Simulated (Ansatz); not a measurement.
A run of Ansatz 0.2.0 is set up as follows.

Contents of input.yaml:

```yaml
crystal:
  lattice:
    - [2.8565781804, 0.0, 0.0]
    - [-1.4282890902, 2.4738692722, 0.0]
    - [0.0, 0.0, 4.6013740589]
  atoms:
    - { symbol: Mn, position: [0.0, 0.0, 0.5], spin: 4.0 }
    - { symbol: O, position: [0.3333333333, 0.6666666667, 0.70629257] }
    - { symbol: O, position: [0.6666666667, 0.3333333333, 0.29370743] }
hamiltonian:
  xc: pbe
  pseudopotentials: { kind: paw }
magnetization:
  spin_polarized: true
kpoints:
  mp_grid: { grid: [11, 11, 6] }
scf:
  occupations: { method: gaussian, width: 0.015 }
output:
  forces: true
  stress: true
  eigenvalues: true
```

Potentials or basis: Ansatz PAW.

Command:

```bash
$ ansatz run input.yaml --threads 2 --pin off --max-ram 5632MiB --backend cpu --events-out ev --progress --plain --runs-dir out
```

(1) What does it give for the net moment?

(2) What does it give for the absolute moment?

(3) Estimate the site moments.

## Answers

(1) 3.00 μB per cell.

(2) 3.04 μB per cell.

(3) Mn +2.49; O +0.05 μB.

Caveat: odd divisions of the mesh miss points on the zone boundary, where band edges often lie, so the gap on the mesh can be too wide; a cell with one magnetic atom can't hold antiferromagnetic order, which such compounds often take.
